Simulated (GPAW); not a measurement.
Crystal: BN.

```xyz
4
Lattice="2.5539 0.0000 0.0000 -1.2770 2.2118 0.0000 0.0000 0.0000 4.2269" Properties=species:S:1:pos:R:3 pbc="T T T"
N     0.0000    1.4745    0.5295
N     1.2770    0.7373    2.6430
B     0.0000    1.4745    2.1123
B     1.2770    0.7373    4.2257
```

Measurements of this composition are mostly on another form, of space group No. 194.

Program: GPAW 26.7.0. Alike in all runs: no spin polarisation; cell as given.

Q: Order these runs on this cell by their band gap on the k mesh, lowest first.
A. level RPBE; potentials or basis the program's PAW data sets (release 1.2.1) made for this functional, pw; k mesh 10 × 10 × 5; cutoff (eV) 600; smearing fermi-dirac 0.001 eV; response ecut 50 eV; eta 0.1 eV; response k mesh 15 × 15 × 8
B. level PBE; potentials or basis GPAW PAW data sets (gpaw-data 1.2.1), pw; k mesh 12 × 12 × 6; cutoff (eV) 800; smearing fermi-dirac 0.05 eV
C. level PBEsol; potentials or basis PAW data sets generated in the run's folder for this functional, pw; k mesh 12 × 12 × 6; cutoff (eV) 800; smearing fermi-dirac 0.05 eV
D. level TB-mBJ; potentials or basis GPAW PAW data sets for LDA (gpaw-data 1.2.1), pw; k mesh 10 × 10 × 6; cutoff (eV) 800; smearing fermi-dirac 0.05 eV
E. level r2SCAN; potentials or basis GPAW PAW data sets (gpaw-data 1.2.1), pw; k mesh 10 × 10 × 5; cutoff (eV) 800; smearing fermi-dirac 0.05 eV; band path GMKGALHA,LM,KH; band points 60

A: C (4.98 eV), B (5.20 eV), A (5.45 eV), E (5.94 eV), D (6.95 eV).

Caveats: the mesh misses the band edges, which the band path finds closer together (some runs); a model potential gives levels but no total energy (some runs); the long-wavelength limit can be off by a per cent or two (some runs); an odd mesh through Γ misses points on the zone boundary, where band edges often lie (some runs).

Not every run made on this cell is shown here.
